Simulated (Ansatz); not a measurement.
Space group Pm-3m (No. 221). a = 3.567 Å, b = 3.567 Å, c = 3.567 Å, α = 90.00°, β = 90.00°, γ = 90.00°
```tsv
atom	site	symmetry	x	y	z
Al	1a	m-3m	0.0000	0.0000	0.0000
Ni	3c	4/mm.m	0.0000	0.5000	0.5000
```

Equation of state of this AlNi3 structure (not necessarily the ground state), with shape and atoms relaxed at each volume where symmetry leaves them free. It has no gap at any of these volumes. These are results of DFT PBE, scalar-relativistic, plane waves, PAW (Ansatz 0.2.0), not measurements.

Plane waves to 420 eV, a k mesh through Γ of 14×14×14 on the computed 4-atom cell and Gaussian smearing (0.10 eV); collinear spin from starting moments 0.0 -0.3 -0.3 -0.3 μB.

```csv
V (Å³/atom),E − E(largest V) (meV/atom),P (GPa)
9.983,63.53,31.16
10.323,8.07,21.30
10.663,-28.09,12.97
11.004,-47.96,5.94
11.344,-54.06,0.00
11.684,-48.53,-5.03
12.024,-33.16,-9.27
12.478,0.00,-13.91
```

Q: Fit a third-order Birch–Murnaghan equation, E = E0 + (9V0B0/16)·[(x − 1)³B0' + (x − 1)²(6 − 4x)] with x = (V0/V)^(2/3), to E(V).

A: V0 = 11.34 Å³/atom, B0 = 182 GPa, B0' = 4.6.

It was relaxed from a Materials Project cell.
